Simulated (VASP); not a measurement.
# MnAs (Pm-3m) in VASP: single point with r2SCAN

Aim: the single point of MnAs with r2SCAN.

Everything below comes from runs of VASP 6.6.1. Logs are shortened: lines on timing, memory, paths and dates and some standing lists are left out, and cuts for length are marked.

### Step 1. The crystal as given

The structure is cubic, space group Pm-3m (No. 221). The conventional cell has a = 3.362 Å, b = 3.362 Å, c = 3.362 Å, α = 90.00°, β = 90.00°, γ = 90.00°. Mn (site symmetry m-3m) has 8 As at 2.91 Å as nearest neighbours. As (site symmetry m-3m) is surrounded by 8 Mn at 2.91 Å.

The cell was built by a generator and needn't be a form met in nature.

### Step 2. Single point, r2SCAN, collinear spin, ferromagnetic start

File INCAR:

```
SYSTEM = MnAs
PREC = Accurate
ENCUT = 520
EDIFF = 1E-7
ISMEAR = -1
SIGMA = 0.05
LREAL = .False.
LASPH = .True.
NELM = 100
ALGO = Normal
ISIF = 2
LWAVE = .False.
LCHARG = .False.
ISPIN = 2
MAGMOM = 4 0
LORBIT = 11
LMAXMIX = 4
METAGGA = R2SCAN
LMIXTAU = .True.
NBANDS = 20
```

File KPOINTS:

```
regular mesh
0
Gamma
  8 8 8
  0 0 0
```

File POSCAR:

```
MnAs
1.0
    3.3616209100      0.0000000000      0.0000000000
    0.0000000000      3.3616209100      0.0000000000
    0.0000000000      0.0000000000      3.3616209100
Mn As
1 1
Direct
    0.0000000000      0.0000000000      0.0000000000
    0.5000000000      0.5000000000      0.5000000000
```

Potentials or basis: VASP PAW PBE potentials, release 64 (Mn_pv, As).

The run is started by

```sh
cat potpaw_PBE.64/Mn_pv/POTCAR potpaw_PBE.64/As/POTCAR > POTCAR
mpirun -np 1 vasp_std > vasp.out
```

OUTCAR:

```text
SYSTEM = MnAs
   PREC = Accurate
   ENCUT = 520
   EDIFF = 1E-7
   ISMEAR = -1
   LREAL = .False.
   LASPH = .True.
   NELM = 100
   ISIF = 2
   ISPIN = 2
   LORBIT = 11
   METAGGA = R2SCAN

 ion  position               nearest neighbor table
   1  0.000  0.000  0.000-   2 2.91   2 2.91   2 2.91   2 2.91   2 2.91   2 2.91   2 2.91   2 2.91

   2  0.500  0.500  0.500-   1 2.91   1 2.91   1 2.91   1 2.91   1 2.91   1 2.91   1 2.91   1 2.91

  LATTYP: Found a simple cubic cell.
 ALAT       =     3.3616209100

  Lattice vectors:

 A1 = (   3.3616209100,   0.0000000000,   0.0000000000)
 A2 = (   0.0000000000,   3.3616209100,   0.0000000000)
 A3 = (   0.0000000000,   0.0000000000,   3.3616209100)

Analysis of symmetry for initial positions (statically):
=====================================================================
 Subroutine PRICEL returns:
 Original cell was already a primitive cell.

 Routine SETGRP: Setting up the symmetry group for a
 simple cubic supercell.

 Subroutine GETGRP returns: Found 48 space group operations
 (whereof 48 operations were pure point group operations)
 out of a pool of 48 trial point group operations.

The static configuration has the point symmetry O_h .

Analysis of symmetry for dynamics (positions and initial velocities):
=====================================================================
 Subroutine PRICEL returns:
 Original cell was already a primitive cell.

 Routine SETGRP: Setting up the symmetry group for a
 simple cubic supercell.

 Subroutine GETGRP returns: Found 48 space group operations
 (whereof 48 operations were pure point group operations)
 out of a pool of 48 trial point group operations.

The dynamic configuration has the point symmetry O_h .

Analysis of structural, dynamic, and magnetic symmetry:
=====================================================================
 Subroutine PRICEL returns:
 Original cell was already a primitive cell.

 Routine SETGRP: Setting up the symmetry group for a
 simple cubic supercell.

 Subroutine GETGRP returns: Found 48 space group operations
 (whereof 48 operations were pure point group operations)
 out of a pool of 48 trial point group operations.

The overall configuration has the point symmetry O_h .

 Subroutine INISYM returns: Found 48 space group operations
 (whereof 48 operations are pure point group operations),
 and found     1 'primitive' translations

----------------------------------------------------------------------------------------

                                     Primitive cell

  volume of cell :      37.9880

  direct lattice vectors                    reciprocal lattice vectors
     3.361620910  0.000000000  0.000000000     0.297475541  0.000000000  0.000000000
     0.000000000  3.361620910  0.000000000     0.000000000  0.297475541  0.000000000
     0.000000000  0.000000000  3.361620910     0.000000000  0.000000000  0.297475541

  length of vectors
     3.361620910  3.361620910  3.361620910     0.297475541  0.297475541  0.297475541

  position of ions in fractional coordinates (direct lattice)
     0.000000000  0.000000000  0.000000000
     0.500000000  0.500000000  0.500000000

  ion indices of the primitive-cell ions
   primitive index   ion index
                 1           1
                 2           2

----------------------------------------------------------------------------------------

 KPOINTS: regular mesh

Automatic generation of k-mesh.
 Grid dimensions read from file:
 generate k-points for:    8    8    8

 Generating k-lattice:

  Cartesian coordinates                     Fractional coordinates (reciprocal lattice)
     0.037184443  0.000000000  0.000000000     0.125000000  0.000000000  0.000000000
     0.000000000  0.037184443  0.000000000     0.000000000  0.125000000  0.000000000
     0.000000000  0.000000000  0.037184443     0.000000000  0.000000000  0.125000000

  Length of vectors
     0.037184443  0.037184443  0.037184443

  Shift w.r.t. Gamma in fractional coordinates (k-lattice)
     0.000000000  0.000000000  0.000000000

 Subroutine IBZKPT returns following result:
 ===========================================

 Found     35 irreducible k-points:

 Following reciprocal coordinates:
            Coordinates               Weight
  0.000000  0.000000  0.000000      1.000000
  0.125000  0.000000  0.000000      6.000000
  0.250000  0.000000  0.000000      6.000000
  0.375000  0.000000  0.000000      6.000000
  0.500000  0.000000  0.000000      3.000000
  0.125000  0.125000  0.000000     12.000000
[... 16 lines left out ...]
  0.375000  0.375000  0.125000     24.000000
  0.500000  0.375000  0.125000     24.000000
 [... further k-points ...]
   k-points           NKPTS =     35   k-points in BZ     NKDIM =     35   number of bands    NBANDS=     20
   number of dos      NEDOS =    301   number of ions     NIONS =      2
   total plane-waves  NPLWV =  21952
   dimension x,y,z NGX =    28 NGY =   28 NGZ =   28
   dimension x,y,z NGXF=    56 NGYF=   56 NGZF=   56
   ions per type =               1   1
   NGX,Y,Z   is equivalent  to a cutoff of  13.85, 13.85, 13.85 a.u.
   NGXF,Y,Z  is equivalent  to a cutoff of  27.69, 27.69, 27.69 a.u.
 SYSTEM =  MnAs
   PREC   = accura    normal or accurate (medium, high low for compatibility)
   ISTART =      0    job   : 0-new  1-cont  2-samecut
   ICHARG =      2    charge: 1-file 2-atom 10-const
   ISPIN  =      2    spin polarized calculation?
   LNONCOLLINEAR =      F non collinear calculations
   LSORBIT =      F    spin-orbit coupling
   LASPH  =      T    aspherical Exc in radial PAW
   ENCUT  =  520.0 eV  38.22 Ry    6.18 a.u.   6.25  6.25  6.25*2*pi/ulx,y,z
   NELM   =    100;   NELMIN=  2; NELMDL= -5     # of ELM steps
   EDIFF  = 0.1E-06   stopping-criterion for ELM
   LREAL  =      F    real-space projection
   EDIFFG = 0.1E-05   stopping-criterion for IOM
   NSW    =      0    number of steps for IOM
   IBRION =     -1    ionic relax: 0-MD 1-quasi-New 2-CG
   NFREE  =      0    steps in history (QN), initial steepest desc. (CG)
   ISIF   =      2    stress and relaxation
   ISYM   =      2    0-nonsym 1-usesym 2-fastsym
   POTIM  = 0.5000    time-step for ionic-motion
   TEBEG  =    0.0;   TEEND  =   0.0 temperature during run
   PSTRESS=    0.0 pullay stress
   NELECT =      18.0000    total number of electrons
   NUPDOWN=      -1.0000    fix difference up-down
   EMIN   =  10.00;   EMAX   =-10.00  energy-range for DOS
   EFERMI =   0.00;   METHOD = LEGACY
   ISMEAR =    -1;   SIGMA  =   0.05  broadening in eV -4-tet -1-fermi 0-gaus
   EFERMI_NEDOS =   21; number of points for ismear=-14 and -15
   IALGO  =     38    algorithm
   IMIX   =      4    mixing-type and parameters
     AMIX     =   0.40;   BMIX     =  1.00
     AMIX_MAG =   1.60;   BMIX_MAG =  1.00
  volume/ion in A,a.u.               =      18.99       128.18
  Fermi-wavevector in a.u.,A,eV,Ry     =   1.276293  2.411843 22.162841  1.628923
  Thomas-Fermi vector in A             =   2.408957
   LORBIT       =     11    0 simple, 1 ext, 2 COOP (PROOUT), +10 PAW based schemes
   METAGGA = R2SCAN    functional components
   LHFCALC =     F    Hartree Fock is set to
   AEXX    =    0.0000 exact exchange contribution
   IVDW    =     0    specifies the selected vdW correction
   LEPSILON=     F    determine dielectric tensor
   LRPA    =     F    only Hartree local field effects (RPA)
 spin polarized calculation
  energy-cutoff  :      520.00
  volume of cell :       37.99
 maximum number of plane-waves:      1064
 NGX is ok and might be reduce to    28
   NGX = 13   NGY = 13   NGZ = 13

 number of electron      17.9999992 magnetization       3.9384534

 Free energy of the ion-electron system (eV)
  ---------------------------------------------------
  ext. energy  EPLUGINS =         0.00000000
  ---------------------------------------------------
  free energy    TOTEN  =       -29.49051889 eV

  energy without entropy =      -29.48222381  energy(sigma->0) =      -29.48637135

 E-fermi :   6.2543     XC(G=0): -11.3603

 val. band max:        6.2403252908   @ k =   0.5000   0.5000   0.1250
 cond. band min:       6.2793268522   @ k =   0.0000   0.0000   0.0000
 fundamental gap:      0.0390015614
 Fermi energy:         6.2543005771

 spin component 1

 k-point     1 :       0.0000    0.0000    0.0000
  band No.  band energies     occupation
      1     -47.0437      1.00000
      2     -47.0437      1.00000
      3     -47.0437      1.00000
      4      -7.0466      1.00000
      5       1.6714      1.00000
      6       1.6714      1.00000
[... 12 lines left out ...]
     19      23.0635      0.00000
     20      23.0635      0.00000
[... 507 lines left out ...]
 k-point    24 :       0.5000    0.3750    0.1250
  band No.  band energies     occupation
      1     -47.0554      1.00000
      2     -47.0533      1.00000
      3     -47.0437      1.00000
      4      -4.3117      1.00000
      5       0.8566      1.00000
      6       1.4848      1.00000
[... 12 lines left out ...]
     19      20.8773      0.00000
     20      23.8524      0.00000

 [... further k-points ...]

 spin component 2

 k-point     1 :       0.0000    0.0000    0.0000
  band No.  band energies     occupation
      1     -41.3045      1.00000
      2     -41.3045      1.00000
      3     -41.3045      1.00000
      4      -7.4253      1.00000
      5       5.9566      0.99741
      6       5.9566      0.99741
[... 12 lines left out ...]
     19      23.0422      0.00000
     20      23.0422      0.00000
[... 507 lines left out ...]
 k-point    24 :       0.5000    0.3750    0.1250
  band No.  band energies     occupation
      1     -41.3191      1.00000
      2     -41.3164      1.00000
      3     -41.3040      1.00000
      4      -4.7864      1.00000
      5       1.0965      1.00000
      6       2.0279      1.00000
[... 12 lines left out ...]
     19      21.4904      0.00000
     20      23.9119      0.00000

 [... further k-points ...]

------------------------ aborting loop because EDIFF is reached ----------------------------------------

  FORCE on cell =-STRESS in cart. coord.  units (eV):
  Direction    XX          YY          ZZ          XY          YZ          ZX
  --------------------------------------------------------------------------------------
  -------------------------------------------------------------------------------------
  Total       -1.7103054     -1.7103054     -1.7103054      0.0000000     -0.0000000      0.0000000
  in kB      -72.1336730    -72.1336730    -72.1336730      0.0000000     -0.0000000      0.0000000
  external PRESSURE =     -72.1336730 kB  Pullay stress =       0.0000000 kB

 VOLUME and BASIS-vectors are now :
 -----------------------------------------------------------------------------
  energy-cutoff  :      520.00
  volume of cell :       37.99
      direct lattice vectors                 reciprocal lattice vectors
     3.361620910  0.000000000  0.000000000     0.297475541  0.000000000  0.000000000
     0.000000000  3.361620910  0.000000000     0.000000000  0.297475541  0.000000000
     0.000000000  0.000000000  3.361620910     0.000000000  0.000000000  0.297475541

 POSITION                                       TOTAL-FORCE (eV/Angst)
 -----------------------------------------------------------------------------------
      0.00000      0.00000      0.00000         0.000000      0.000000      0.000000
      1.68081      1.68081      1.68081         0.000000      0.000000      0.000000
 -----------------------------------------------------------------------------------
    total drift:                               -0.000000      0.000000     -0.000000

  FREE ENERGIE OF THE ION-ELECTRON SYSTEM (eV)
  ---------------------------------------------------
  free  energy   TOTEN  =       -29.4905188937 eV

  energy  without entropy=      -29.4822238127  energy(sigma->0) =      -29.48637135

 total charge

# of ion       s       p       d       tot
------------------------------------------
    1        0.238   6.142   4.915  11.295
    2        1.285   1.427   0.031   2.743
--------------------------------------------------
tot          1.523   7.569   4.946  14.038

 magnetization (x)

# of ion       s       p       d       tot
------------------------------------------
    1        0.047   0.032   4.074   4.154
    2        0.019  -0.280   0.003  -0.258
--------------------------------------------------
tot          0.066  -0.248   4.077   3.896
```

It took 2.6 min on 1 thread of Intel Xeon Platinum 8488C (Sapphire Rapids), shared host; peak memory 0.2 GiB.

What came out:

```yaml
Free_energy: -29.4905 eV
Pressure: -7.2 GPa
Band_gap_on_the_k_mesh: none (metal or under the smearing width)
Net_moment: 3.94 μB per cell
Site_moments: Mn +4.15; As -0.26 μB
Valence_electrons_inside_the_program's_atomic_spheres: Mn 11.29; As 2.74
```

Caveat: the PAW data sets were made with another functional, which shifts forces and pressure a little; a cell with one magnetic atom can't hold antiferromagnetic order, which such compounds often take.

### Step 3. For comparison

An earlier run on the cell as given: functional PBE; potentials or basis VASP PAW PBE potentials, release 64 (Mn_pv, As); cutoff 520 eV; k mesh 8 × 8 × 8; occupations fermi-dirac, width 0.05 eV; collinear spin, ferromagnetic start; starting moments [4.0, 0.0] μB.

- Pressure: -10.2 GPa
- Band gap on the k mesh: none (metal or under the smearing width)
- Net moment: 3.68 μB per cell
- Site moments: Mn +3.79; As -0.18 μB
- Valence electrons inside the program's atomic spheres: Mn 11.33; As 2.67
